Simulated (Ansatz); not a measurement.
# Gallium, omega (AlB2-type) under r²SCAN: ground state and equation of state

What does r²SCAN give for gallium in the omega (AlB2-type) structure? We relax it, solve it on a dense k-mesh, then scale the cell to 7 volumes from 88 to 112 % of the relaxed one and try a fit of the equation of state. Spin polarisation is left out. The k-meshes are 8×8×11 for the relaxation; 11×11×14 for the dense run; 9×9×12 for the volumes.

Method: DFT r2SCAN, plane waves (500 eV) with PAW, scalar-relativistic; PAW files made under PBE, frozen cores solved again for the functional, in Ansatz 0.2.0.

## Step 1: The starting structure

Symmetry: P6/mmm, No. 191, hexagonal system. Conventional cell: a = 4.802 Å, b = 4.802 Å, c = 2.944 Å, α = 90.00°, β = 90.00°, γ = 120.00°. Ga (site symmetry 6/mmm) is surrounded by 14 Ga at 2.94 to 3.14 Å. Around Ga (site symmetry -6m2) lie 11 Ga at 2.77 to 3.14 Å.

Coordinates:

```
CELL_PARAMETERS angstrom
4.80203 0.00000 0.00000
-2.40102 4.15868 0.00000
0.00000 0.00000 2.94364
ATOMIC_POSITIONS crystal
Ga 0.00000 0.00000 0.00000
Ga 0.33333 0.66667 0.50000
Ga 0.66667 0.33333 0.50000
```

## Step 2: Geometry optimisation

input.yaml reads:

```yaml
crystal:
  lattice:
    - [4.8020307411, 0.0, 0.0]
    - [-2.4010153706, 4.1586806116, 0.0]
    - [0.0, 0.0, 2.9436448443]
  atoms:
    - { symbol: Ga, position: [0.0, 0.0, 0.0] }
    - { symbol: Ga, position: [0.3333333333, 0.6666666667, 0.5] }
    - { symbol: Ga, position: [0.6666666667, 0.3333333333, 0.5] }
hamiltonian:
  xc: r2scan
  pseudopotentials:
    kind: paw
    azcp:
      Ga: "pseudopotentials/Ga.paw.azcp"
basis:
  ecutwfc: 500
  fft_grid_basis: typed
kpoints:
  mp_grid: { grid: [8, 8, 11], shift: [0, 0, 0] }
magnetization:
  spin_polarized: false
scf:
  occupations: { method: fermi_dirac, width: 0.1 }
relax:
  max_steps: 60
  f_tol: 0.01
  cell: {}
```

Started as:

```sh
$ ansatz run input.yaml --threads 1 --pin off --max-ram 3584MiB --backend cpu --events-out ev --progress --plain --runs-dir out
```

Output, shortened:

```text
[...]
Pseudopotentials: kind: paw
Pseudopotential: Ga, paw, valence charge 13, recommended cutoff 500 eV (meta_gga), <dir>
Functional definition: r2SCAN
[...]
Crystal: 3 atoms, lattice volume = 58.785 Å³
Basis set: ecut = 500 eV, 1529 PW (Γ), exchange–correlation on 144×144×96 points (64 copies of the dense FFT grid, shifted against one another)
Bands: 24, of which v1, the nominal top of the filled ones, is band 20 counted from 1 (19 counted from 0)
Symmetry: 24 space group operations
Space group: P6/mmm (ITA 191), of the structure as read, at distance tolerance 3.9e-5 Å
k-points: 60 of 704
[...]
SCF iter   1: F=—  HF=-11370.237351 eV  |F-HF|=—  |Δ(HF+E_count)|=         —  Δρ=1.12e-2  dr2=2.60e-2  dr2_τ=8.99e-4  ethr=1.77e-3  ⟨swp⟩=5.1  Hψ=5517  notcnv=0
[...]
relax step   1: F+E_penalty+E_count = -11370.24086262 eV  Δ(F+E_penalty+E_count) = +0.000e0 eV  max|allowed force component| = 1.850e-17 eV/Å  Δτ_max = 0.0000 Å  P = -3.447 GPa  Ω = 58.785 Å³  (7 SCF iters, dr2 threshold 1.00e-7 eV, accepted)
[...]
relax step   7: F+E_penalty+E_count = -11370.30067140 eV  Δ(F+E_penalty+E_count) = -2.658e-5 eV  max|allowed force component| = 1.234e-17 eV/Å  Δτ_max = 0.0000 Å  P = -0.002 GPa  Ω = 54.936 Å³  energy of the carried Pulay correction = +1.588e-3 eV  (4 SCF iters, dr2 threshold 1.03e-8 eV, accepted)
[...]
relax step   8: F+E_penalty+E_count = -11370.29951849 eV  Δ(F+E_penalty+E_count) = +1.153e-3 eV  max|allowed force component| = 3.238e-17 eV/Å  Δτ_max = 0.0000 Å  P = -0.026 GPa  Ω = 54.936 Å³  stress off target by 3.33e-2 GPa  SCF on the basis re-selected at this cell (its energy is not [...]
SCF converged after 7 iterations
Free energy (F): -11370.299518 eV
[...]
E sigma→0 (E₀):  -11370.279671 eV
Entropy (-TS):   -0.039696 eV (-13.232 meV/atom)
Fermi energy:    10.087542 eV
[...]
--- Forces (eV/Å), atoms counted from 1 ---
  atom   1  Ga     0.00000000     0.00000000     0.00000000
  atom   2  Ga     0.00000000     0.00000000     0.00000000
  atom   3  Ga    -0.00000000     0.00000000     0.00000000
[...]
--- Stress (GPa, compression-positive) ---
       -0.033316      -0.000000       0.000000
       -0.000000      -0.033316       0.000000
        0.000000       0.000000      -0.010391
  P = ⅓ Tr σ = -0.0257 GPa (-0.257 kbar)
--- Relaxed structure (7 steps of the walk, 6 accepted, 1 SCFs on fresh bases) ---
  F+E_penalty+E_count = -11370.29951849 eV   max|allowed force component| = 3.238e-17 eV/Å   (the final SCF, on the basis selected at the relaxed cell)
  cell:  # Å, volume = 54.9355 Å³
    - [4.602162579850629, 2.7665981669790838e-11, 0.0]
    - [-2.3010812899492734, 3.985589706482941, 0.0]
    - [0.0, 0.0, 2.9950128326423924]
  atoms:
    - { symbol: Ga, position: [1.0260919636748562e-34, -8.683327678459876e-36, 0.0] }
    - { symbol: Ga, position: [0.3333333333333332, 0.6666666666666666, 0.49999999999999994] }
    - { symbol: Ga, position: [0.6666666666666666, 0.33333333333333337, 0.49999999999999994] }
```

Run time: 86 s. Hardware: 1 thread of Intel Xeon Platinum 8259CL at 2.50GHz (Skylake/Cascade Lake), shared host; peak memory 0.71 GiB.

Relaxation path:

| step | energy change (meV/atom) | largest force (eV/Å) | pressure (GPa) | volume (Å³/atom) | accepted |
| --- | --- | --- | --- | --- | --- |
| 1 | 0.00 | 0.0000 | -3.45 | 19.595 | yes |
| 2 | -16.75 | 0.0000 | 0.03 | 18.206 | yes |
| 3 | -17.14 | 0.0000 | 0.03 | 18.215 | yes |
| 4 | -19.84 | 0.0000 | 0.11 | 18.259 | yes |
| 5 | -19.03 | 0.0000 | 0.12 | 18.338 | no |
| 6 | -19.93 | 0.0000 | -0.05 | 18.324 | yes |
| 7 | -19.94 | 0.0000 | 0.00 | 18.312 | yes |
| 8 | -19.55 | 0.0000 | -0.03 | 18.312 | yes |

Steps that repeat a cell are solved on a basis chosen anew, so their changes of energy are no gain of the relaxation.

Changes in the cell that was computed:

|  | before | after | change |
| --- | --- | --- | --- |
| a (Å) | 4.802 | 4.602 | -4.2 % |
| b (Å) | 4.802 | 4.602 | -4.2 % |
| c (Å) | 2.944 | 2.995 | +1.7 % |
| volume (Å³/atom) | 19.595 | 18.312 | -6.5 % |
| shortest distance (Å) | 2.772 | 2.657 | -4.2 % |
| space group (spins left aside) | P6/mmm | P6/mmm | same |

## Step 3: The energy on a finer k-mesh

input.yaml reads:

```yaml
crystal:
  lattice:
    - [4.6021625799, 0.0, 0.0]
    - [-2.3010812899, 3.9855897065, 0.0]
    - [0.0, 0.0, 2.9950128326]
  atoms:
    - { symbol: Ga, position: [0.0, 1.0, 0.0] }
    - { symbol: Ga, position: [0.3333333333, 0.6666666667, 0.5] }
    - { symbol: Ga, position: [0.6666666667, 0.3333333333, 0.5] }
hamiltonian:
  xc: r2scan
  pseudopotentials:
    kind: paw
    azcp:
      Ga: "pseudopotentials/Ga.paw.azcp"
basis:
  ecutwfc: 500
  fft_grid_basis: typed
kpoints:
  mp_grid: { grid: [11, 11, 14], shift: [0, 0, 0] }
magnetization:
  spin_polarized: false
scf:
  occupations: { method: fermi_dirac, width: 0.1 }
output:
  write_density: true
  write_potential: true
  elf: true
  volumetric_format: npy
```

Started as:

```sh
$ ansatz run input.yaml --threads 1 --pin off --max-ram 3584MiB --backend cpu --events-out ev --progress --plain --runs-dir out
```

Output, shortened:

```text
[...]
[... 3 set-up lines as earlier in the session ...]
[...]
Crystal: 3 atoms, lattice volume = 54.936 Å³
Basis set: ecut = 500 eV, 1385 PW (Γ), exchange–correlation on 144×144×96 points (64 copies of the dense FFT grid, shifted against one another)
Bands: 24, of which v1, the nominal top of the filled ones, is band 20 counted from 1 (19 counted from 0)
[... 1 set-up line as earlier in the session ...]
Space group: P6/mmm (ITA 191), of the structure as read, at distance tolerance 3.8e-5 Å
k-points: 128 of 1694
[...]
SCF iter   1: F=—  HF=-11370.293701 eV  |F-HF|=—  |Δ(HF+E_count)|=         —  Δρ=1.17e-2  dr2=2.84e-2  dr2_τ=1.49e-3  ethr=1.77e-3  ⟨swp⟩=5.0  Hψ=12403  notcnv=0
[...]
SCF iter   6: F=-11370.300160 eV  HF=-11370.300160 eV  |F-HF|=8.95e-8  |Δ(HF+E_count)|=   3.93e-7  Δρ=1.75e-5  dr2=6.86e-8  dr2_τ=1.83e-9  ethr=2.56e-10  ⟨swp⟩=2.6  Hψ=11619  notcnv=0
[...]
SCF converged after 6 iterations
Free energy (F): -11370.300160 eV
[...]
E sigma→0 (E₀):  -11370.281143 eV
Entropy (-TS):   -0.038033 eV (-12.678 meV/atom)
Fermi energy:    10.017813 eV
[...]
--- Band table (eV; the first three rows and the last of 128) ---
  k-point 0: bands = ["-5.6618", "-5.4590", "-5.4590", "-5.4469", "-5.4142", "-5.3925", "-5.3925", "-5.3754", "-5.3754", "-5.3731", "-5.3731", "-5.3547", "-5.3547", "-5.2052", "-5.2052", "-1.8716", "7.6765", "7.9740", "8.7249", "8.7249", "8.9266", "8.9266", "14.9288", "18.6915"]
[...]
```

Wall time 29 s (1 thread of Intel Xeon Platinum 8259CL at 2.50GHz (Skylake/Cascade Lake), shared host); peak memory 0.69 GiB.

Density in a lattice plane of the grid's cell (edges 4.60 and 4.60 Å, at 0.500 of the third edge), which holds Ga.

Ten even steps from '0' (0.12 e/Å³) to '9' (40.50 e/Å³):
```
000000000000000000000000
000000000000000000000000
000000000000000000000000
000000000000000000000000
000000002320000000000000
000000148730000000000000
000000279610000000000000
000000254100000000000000
000000110000000000000000
000000000000000000000000
000000000000000001100000
000000000000000145200000
000000000000001697200000
000000000000003784100000
000000000000002320000000
000000000000000000000000
000000000000000000000000
000000000000000000000000
000000000000000000000000
000000000000000000000000
```
Columns run along the first of these edges and rows up along the second, over one cell in 24 and 20 even steps from the bottom left corner. Atoms in the plane (fractional): Ga at (0.33, 0.67), Ga at (0.67, 0.33).

ELF in the same plane.

Values, 12 rows by 12 columns:
```
0.28 0.25 0.25 0.33 0.36 0.34 0.34 0.36 0.33 0.25 0.25 0.28
0.24 0.25 0.32 0.29 0.27 0.22 0.27 0.29 0.32 0.25 0.24 0.25
0.26 0.33 0.29 0.21 0.04 0.05 0.22 0.29 0.33 0.26 0.25 0.25
0.38 0.36 0.27 0.04 0.33 0.04 0.27 0.36 0.38 0.33 0.32 0.33
0.49 0.34 0.22 0.05 0.04 0.22 0.34 0.49 0.36 0.29 0.29 0.36
0.51 0.34 0.27 0.22 0.27 0.34 0.51 0.34 0.27 0.22 0.27 0.34
0.49 0.36 0.29 0.29 0.36 0.49 0.34 0.22 0.04 0.05 0.22 0.34
0.38 0.33 0.32 0.33 0.38 0.36 0.27 0.04 0.33 0.04 0.27 0.36
0.26 0.25 0.25 0.26 0.33 0.29 0.22 0.05 0.04 0.21 0.29 0.33
0.24 0.25 0.24 0.25 0.32 0.29 0.27 0.22 0.27 0.29 0.32 0.25
0.28 0.28 0.25 0.25 0.33 0.36 0.34 0.34 0.36 0.33 0.25 0.25
0.30 0.28 0.24 0.26 0.38 0.49 0.51 0.49 0.38 0.26 0.24 0.28
```
Columns run along the first of these edges and rows up along the second, over one cell in 12 and 12 even steps from the bottom left corner. Atoms in the plane (fractional): Ga at (0.33, 0.67), Ga at (0.67, 0.33).

Both are smooth fields of the valence electrons: close to the nuclei they are not physical.

Maxima of ELF outside the ion cores: 0.51 on the Ga–Ga line, 1.3 Å from Ga.

## Step 4: At 88 % of the relaxed volume

Edit input.yaml of step 3 so:

```diff
@@ -2,5 +2,5 @@
   lattice:
-    - [4.6021625799, 0.0, 0.0]
-    - [-2.3010812899, 3.9855897065, 0.0]
-    - [0.0, 0.0, 2.9950128326]
+    - [4.4101786341, 0.0, 0.0]
+    - [-2.2050893171, 3.8193267323, 0.0]
+    - [0.0, 0.0, 2.8700727917]
   atoms:
@@ -19,3 +19,3 @@
 kpoints:
-  mp_grid: { grid: [11, 11, 14], shift: [0, 0, 0] }
+  mp_grid: { grid: [9, 9, 12], shift: [0, 0, 0] }
 magnetization:
@@ -24,3 +24,5 @@
   occupations: { method: fermi_dirac, width: 0.1 }
+  lower_state_search: "off"
 output:
+  stress: true
   write_density: true
```

Started as:

```sh
$ ansatz run input.yaml --threads 1 --pin off --max-ram 3584MiB --backend cpu --events-out ev --progress --plain --runs-dir out
```

Output, shortened:

```text
[...]
[... 3 set-up lines as earlier in the session ...]
[...]
Crystal: 3 atoms, lattice volume = 48.343 Å³
Basis set: ecut = 500 eV, 1223 PW (Γ), exchange–correlation on 144×144×96 points (64 copies of the dense FFT grid, shifted against one another)
Bands: 24, of which v1, the nominal top of the filled ones, is band 20 counted from 1 (19 counted from 0)
[... 1 set-up line as earlier in the session ...]
Space group: P6/mmm (ITA 191), of the structure as read, at distance tolerance 3.6e-5 Å
k-points: 84 of 972
[...]
SCF iter   1: F=-11370.075889 eV  HF=-11370.093048 eV  |F-HF|=1.72e-2  |Δ(HF+E_count)|=         —  Δρ=1.23e-2  dr2=2.84e-2  dr2_τ=3.37e-3  ethr=1.77e-3  ⟨swp⟩=5.1  Hψ=8608  notcnv=0
[...]
SCF iter   6: F=-11370.105443 eV  HF=-11370.105443 eV  |F-HF|=1.21e-7  |Δ(HF+E_count)|=   4.35e-7  Δρ=1.43e-5  dr2=4.21e-8  dr2_τ=1.47e-9  ethr=2.56e-10  ⟨swp⟩=6.6  Hψ=13993  notcnv=0
[...]
SCF converged after 6 iterations
Free energy (F): -11370.105443 eV
[...]
E sigma→0 (E₀):  -11370.086310 eV
Entropy (-TS):   -0.038266 eV (-12.755 meV/atom)
Fermi energy:    11.923927 eV
[...]
--- Stress (GPa, compression-positive) ---
       10.521015       0.000000       0.000000
        0.000000      10.521015       0.000000
        0.000000       0.000000       8.733650
  P = ⅓ Tr σ = 9.9252 GPa (99.252 kbar)
--- Band table (eV; the first three rows and the last of 84) ---
  k-point 0: bands = ["-4.0177", "-3.7495", "-3.7495", "-3.7227", "-3.6769", "-3.6419", "-3.6419", "-3.6362", "-3.6362", "-3.6254", "-3.6254", "-3.6220", "-3.6220", "-3.3908", "-3.3908", "-1.0905", "9.9298", "10.2025", "10.3083", "10.3083", "10.4883", "10.4883", "17.2243", "21.1339"]
[...]
```

Run time: 24 s. Hardware: 1 thread of Intel Xeon Platinum 8259CL at 2.50GHz (Skylake/Cascade Lake), shared host; peak memory 0.7 GiB.

[end of part 1 of 2]
